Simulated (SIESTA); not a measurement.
# Cu under changes of volume

One of the cells (11.810 Å³/atom); the others are scaled copies at fixed shape and fractional positions:

```
Cu
1.0
     0.00000    1.80750    1.80750
     1.80750    0.00000    1.80750
     1.80750    1.80750    0.00000
Cu
1
Direct
  0.00000 0.00000 0.00000
```

- Program: SIESTA 5.4.2
- Functional: BLYP
- Potentials or basis: PseudoDojo 0.4 standard (PBE files)
- Basis: DZP (energy shift 0.002 Ry)
- Grid cutoff: 800 Ry
- Energy shift: 0.002 Ry
- k mesh: 13 × 13 × 13
- Occupations: fermi-dirac, width 0.05 eV
- Spin: no spin polarisation

```csv
volume (Å³/atom),energy over the lowest point (meV/atom),pressure (GPa)
11.102,75.60,19.3
11.338,50.03,15.4
11.574,30.35,11.4
11.810,?,?
12.047,7.39,4.7
12.283,2.38,2.1
12.519,0.00,-0.5
```

Task: What does the run at 11.810 Å³/atom give?

Result: Energy over the lowest point 16.35 meV/atom; pressure 7.7 GPa.

Worked out: A Birch-Murnaghan fit of order 3 (a polynomial in V^(-2/3)) to the other rows has its minimum at 12.58 Å³/atom, just outside them, with B0 = V·E''(V) = 90 GPa (rough, since the energies scatter). It gives 16.70 meV/atom at 11.810 Å³/atom, against the run's 16.35, and -dE/dV = 7.7 GPa, against 7.7.

Energies are extrapolated to zero smearing.

Caveats: semicore shells carry a single zeta, which can move pressures by several GPa and volumes by a few percent; the potentials were made for another functional, which shifts forces and pressure; the basis of atomic orbitals isn't converged, which shifts pressures, moduli and gaps.
